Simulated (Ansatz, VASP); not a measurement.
# MgS: VASP beside Ansatz

```
CELL_PARAMETERS angstrom
3.71693 0.00000 0.00000
-1.85847 3.21896 0.00000
0.00000 0.00000 6.26792
ATOMIC_POSITIONS crystal
Mg 0.00000 0.00000 0.00000
Mg 0.00000 0.00000 0.50000
S 0.33333 0.66667 0.25000
S 0.66667 0.33333 0.75000
```

Alike in both runs: task single point; functional r2SCAN; k mesh 6 × 6 × 4; no spin polarisation.

|  | VASP | Ansatz |
| --- | --- | --- |
| version | VASP 6.6.1 | Ansatz 0.2.0 |
| potentials or method | VASP PAW PBE potentials, release 64 (Mg, S) | plane waves, PAW |
| plane-wave cutoff (eV) | 520 | 500 |
| occupations | gaussian, width 0.01 eV | fixed |
| valence electrons in the cell | 16 | 32 |

```csv
,VASP,Ansatz,Ansatz less VASP
gap on the k mesh at the Fermi level (eV),3.93,3.96,+0.028
pressure (GPa),-4.5,-4.1,+0.42
largest component of the traceless stress (GPa),0.24,0.18,-0.056
```

The two sets of potentials don't hold the same shells in valence.

Caveats: the PAW data sets were made with another functional, which shifts forces and pressure a little (VASP). A k mesh can miss the band edges. r2SCAN opens gaps a little over a GGA but as a rule still falls short of measured ones.
